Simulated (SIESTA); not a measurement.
# NiSb (Breithauptite) (P6_3/mmc) in SIESTA: settings compared, part 2 of 2

SIESTA 5.4.2.

## Step 4: Single point, AM05, collinear spin, ferromagnetic start

Input file run.py:

```python
from ase.io import read
from ase.calculators.siesta import Siesta
from ase.units import Ry, GPa

atoms = read("NiSb.xyz")

fdf = {
    'SCFMustConverge': False,
    'DM.InitSpin': ['  1   0.000', '  2   0.000', '  3   1.000', '  4   1.000'],
    'OccupationFunction': 'FD',
    'ElectronicTemperature': '0.05 eV',
    'MaxSCFIterations': '200',
    'SCF.Mixer.Method': 'Pulay',
    'SCF.Mixer.Weight': '0.1',
    'SCF.Mixer.History': '10',
    'SCF.DM.Tolerance': '5.0e-05',
    'SCF.H.Tolerance': '1.0e-03 eV',
    'WriteForces': 'true',
    'Charge.Mulliken': 'end',
    'PAO.Basis': ['Sb.1 4', 'n=5 0 2', '  5.972 0.000', 'n=5 1 2', '  7.842 0.000', 'n=4 2 2', '  3.490 0.000', 'n=5 2 1', '  7.842', 'Ni.2 5', 'n=3 0 2', '  2.437 0.000', 'n=4 0 2', '  7.067 0.000', 'n=3 1 2', '  2.721 0.000', 'n=4 1 1', '  7.067', 'n=3 2 2', '  4.466 0.000'],
}
calc = Siesta(
    label="NiSb",
    command="siesta < PREFIX.fdf > PREFIX.out",
    pseudo_path="pseudos",
    pseudo_qualifier="",
    xc=('GGA', 'AM05'),
    basis_set="DZP",
    mesh_cutoff=800 * Ry,
    energy_shift=0.003 * Ry,
    kpts=[6, 6, 4],
    spin="collinear",
    fdf_arguments=fdf,
)
atoms.calc = calc

print(f"energy = {atoms.get_potential_energy():.6f} eV")
free = atoms.get_potential_energy(force_consistent=True)
print(f"free energy = {free:.6f} eV")
print("forces (eV/A):")
print(atoms.get_forces(apply_constraint=False).round(6))
print("stress (GPa, Voigt order, tension positive):", (atoms.get_stress() / GPa).round(4))
```

Input file NiSb.xyz:

```xyz
4
Lattice="3.9280000000 0.0000000000 0.0000000000 -1.9640000000 3.4017477861 0.0000000000 0.0000000000 0.0000000000 5.1200000000" Properties=species:S:1:pos:R:3 pbc="T T T"
Sb     1.9640000002      1.1339159286      3.8400000000
Sb    -0.0000000002      2.2678318575      1.2800000000
Ni     0.0000000000      0.0000000000      2.5600000000
Ni     0.0000000000      0.0000000000      0.0000000000
```

Potentials or basis: PseudoDojo 0.4 standard (PBEsol files), DZP (energy shift 0.003 Ry; two zetas on semicore shells).

Launch:

```
$ python run.py
```

Log:

```text
Job completed
energy = -14053.727668 eV
free energy = -14053.750454 eV
forces (eV/A):
[[ 1.4e-05 -8.0e-06 -0.0e+00]
 [-1.4e-05  8.0e-06  0.0e+00]
 [ 0.0e+00  0.0e+00 -0.0e+00]
 [ 0.0e+00  0.0e+00  0.0e+00]]
stress (GPa, Voigt order, tension positive): [ 0.6477  0.6531  1.4715 -0.     -0.      0.0046]
```

NiSb.fdf:

```text
SystemName	NiSb
SystemLabel	NiSb

Charge.Mulliken	end
%block DM.InitSpin
  1   0.000
  2   0.000
  3   1.000
  4   1.000
%endblock DM.InitSpin
ElectronicTemperature	0.05 eV
MaxSCFIterations	200
OccupationFunction	FD
%block PAO.Basis
Sb.1 4
n=5 0 2
  5.972 0.000
n=5 1 2
  7.842 0.000
n=4 2 2
  3.490 0.000
n=5 2 1
  7.842
Ni.2 5
n=3 0 2
  2.437 0.000
n=4 0 2
  7.067 0.000
n=3 1 2
  2.721 0.000
n=4 1 1
  7.067
n=3 2 2
  4.466 0.000
%endblock PAO.Basis
SCF.DM.Tolerance	5.0e-05
SCF.H.Tolerance	1.0e-03 eV
SCF.Mixer.History	10
SCF.Mixer.Method	Pulay
SCF.Mixer.Weight	0.1
SCFMustConverge	False
WriteForces	true

Spin	collinear
SpinPolarized	True	# Backwards compatibility.
XC.functional	GGA
XC.authors	AM05

MeshCutoff	10884.554409746897	eV
PAO.EnergyShift	0.040817079036550866	eV

NumberOfSpecies	2
NumberOfAtoms	4
%block ChemicalSpecieslabel
    1 51 Sb.1 Sb.1.psml
    2 28 Ni.2 Ni.2.psml
%endblock ChemicalSpecieslabel

%block PAO.BasisSizes
    Sb.1	DZP
    Ni.2	DZP
%endblock PAO.BasisSizes

LatticeConstant	1.0 Ang
%block LatticeVectors
    3.928 0.0 0.0
    -1.964 3.4017477861 0.0
    0.0 0.0 5.12
%endblock LatticeVectors
AtomicCoordinatesFormat	Ang
%block AtomicCoordinatesAndAtomicSpecies
    1.9640000002 1.1339159286 3.84 1
    -2e-10 2.2678318575 1.28 1
    0.0 0.0 2.56 2
    0.0 0.0 0.0 2
%endblock AtomicCoordinatesAndAtomicSpecies
%block DM.InitSpin
%endblock DM.InitSpin

#KPoint grid
%block kgrid_Monkhorst_Pack
     6       0       0  0.0
     0       6       0  0.0
     0       0       4  0.0
%endblock kgrid_Monkhorst_Pack
```

NiSb.out:

```text
Version         : 5.4.2

                           ***********************
                           *  WELCOME TO SIESTA  *
                           ***********************

 NOTE: Siesta V5 introduces some new defaults for basis-set generation
 NOTE: which might lead to slightly different numerical results.
 NOTE: Please see the manual for full details and compatibility measures.

reinit: Reading from standard input
reinit: Dumping input in INPUT_TMP.31984
************************** Dump of input data file ****************************
SystemName	NiSb
SystemLabel	NiSb
Charge.Mulliken	end
%block DM.InitSpin
  1   0.000
  2   0.000
  3   1.000
  4   1.000
[... 872 lines left out ...]
   1  7.714   0.688   0.087   0.594   0.447   0.594  -0.057   0.027  -0.057
              0.979   0.978   0.976   0.978   0.979   0.024   0.024   0.029

              0.024   0.024   0.075   0.093   0.043   0.093   0.075
   2  7.714   0.688   0.087   0.594   0.447   0.594  -0.057   0.027  -0.057
              0.979   0.978   0.976   0.978   0.979   0.024   0.024   0.029

              0.024   0.024   0.075   0.093   0.043   0.093   0.075

Species: Ni.2
Atom  Qatom  Qorb
               3s      3s      4s      4s      3py     3pz     3px     3py
               3pz     3px     4py     4pz     4px     3dxy    3dyz    3dz2
               3dxz    3dx2-y2 3dxy    3dyz    3dz2    3dxz    3dx2-y2
   3  8.786   0.965   0.013  -0.275   0.159   0.993   0.992   0.993   0.014
              0.015   0.014   0.178   0.176   0.178   1.002   0.985   1.023

              0.985   1.002  -0.126  -0.120  -0.132  -0.120  -0.126
   4  8.786   0.965   0.013  -0.275   0.159   0.993   0.992   0.993   0.014
              0.015   0.014   0.178   0.176   0.178   1.002   0.985   1.023

              0.985   1.002  -0.126  -0.120  -0.132  -0.120  -0.126

mulliken: Qtot =       33.000

Mulliken Atomic Populations:
Atom #   charge [q] valence [e]      Sz [e]  Species
     1    -0.427483   15.427483    0.000006  Sb.1
     2    -0.427483   15.427483    0.000006  Sb.1
     3     0.427483   17.572517   -0.000009  Ni.2
     4     0.427483   17.572517   -0.000009  Ni.2
 Total    -0.000000               -0.000006

Job completed
```

Wall time 3.2 min (1 thread of Arm Neoverse V1, shared host); peak memory 0.44 GiB.

Results:

```yaml
Free_energy: -14053.7505 eV
Pressure: -0.9 GPa
Band_gap_on_the_k_mesh: none (metal or under the smearing width)
Net_moment: 0.00 μB per cell
```

Stress tensor (GPa, compression positive):
```
-0.65  0.00  0.00
 0.00 -0.65  0.00
 0.00  0.00 -1.47
```

Caveat: short orbitals over semicore shells can move pressures by several GPa; the potentials were made for another functional, which shifts forces and pressure; the basis of atomic orbitals isn't converged, which shifts pressures, moduli and gaps. Spin-orbit coupling is left out, which matters for the levels of Sb.

## Step 5: Single point, WC, collinear spin, ferromagnetic start

Changes to run.py since step 4:

```diff
@@ -19,3 +19,3 @@
     'Charge.Mulliken': 'end',
-    'PAO.Basis': ['Sb.1 4', 'n=5 0 2', '  5.972 0.000', 'n=5 1 2', '  7.842 0.000', 'n=4 2 2', '  3.490 0.000', 'n=5 2 1', '  7.842', 'Ni.2 5', 'n=3 0 2', '  2.437 0.000', 'n=4 0 2', '  7.067 0.000', 'n=3 1 2', '  2.721 0.000', 'n=4 1 1', '  7.067', 'n=3 2 2', '  4.466 0.000'],
+    'PAO.Basis': ['Sb.1 4', 'n=5 0 2', '  5.960 0.000', 'n=5 1 2', '  7.811 0.000', 'n=4 2 2', '  3.483 0.000', 'n=5 2 1', '  7.811', 'Ni.2 5', 'n=3 0 2', '  2.437 0.000', 'n=4 0 2', '  7.039 0.000', 'n=3 1 2', '  2.721 0.000', 'n=4 1 1', '  7.039', 'n=3 2 2', '  4.458 0.000'],
 }
@@ -26,3 +26,3 @@
     pseudo_qualifier="",
-    xc=('GGA', 'AM05'),
+    xc=('GGA', 'WC'),
     basis_set="DZP",
```

NiSb.xyz is that of step 4.

Launch:

```
$ python run.py
```

Run time: 3.2 min. Hardware: 1 thread of Arm Neoverse V1, shared host; peak memory 0.44 GiB.

Results (log left out):

```yaml
Free_energy: -14076.4262 eV
Pressure: 0.7 GPa
Band_gap_on_the_k_mesh: none (metal or under the smearing width)
Net_moment: 0.00 μB per cell
```

Stress tensor (GPa, compression positive):
```
0.85 0.00 0.00
0.00 0.85 0.00
0.00 0.00 0.29
```

Caveat: short orbitals over semicore shells can move pressures by several GPa; the potentials were made for another functional, which shifts forces and pressure; the basis of atomic orbitals isn't converged, which shifts pressures, moduli and gaps.

## Step 6: Overview

```tsv
level	potentials or basis	gap on the mesh (eV)	pressure (GPa)	moment (μB)
LDA	PseudoDojo 0.4 standard (LDA files), DZP (energy shift 0.003 Ry; two zetas on semicore shells)	none	-3.7	0.00
PBEsol	PseudoDojo 0.4 standard (PBEsol files), DZP (energy shift 0.003 Ry; two zetas on semicore shells)	none	-0.1	0.00
AM05	PseudoDojo 0.4 standard (PBEsol files), DZP (energy shift 0.003 Ry; two zetas on semicore shells)	none	-0.9	0.00
WC	PseudoDojo 0.4 standard (PBEsol files), DZP (energy shift 0.003 Ry; two zetas on semicore shells)	none	0.7	0.00
```

Alike in all rows: task single point; spin collinear, ferromagnetic start; cell as given; k mesh 6 × 6 × 4; smearing fermi-dirac 0.05 eV; grid cutoff 800 Ry; energy shift 0.003 Ry.

Caveats: short orbitals over semicore shells can move pressures by several GPa; the basis of atomic orbitals isn't converged, which shifts pressures, moduli and gaps; the potentials were made for another functional, which shifts forces and pressure (some runs).

Absolute energies hang on the potentials; compare differences alone.
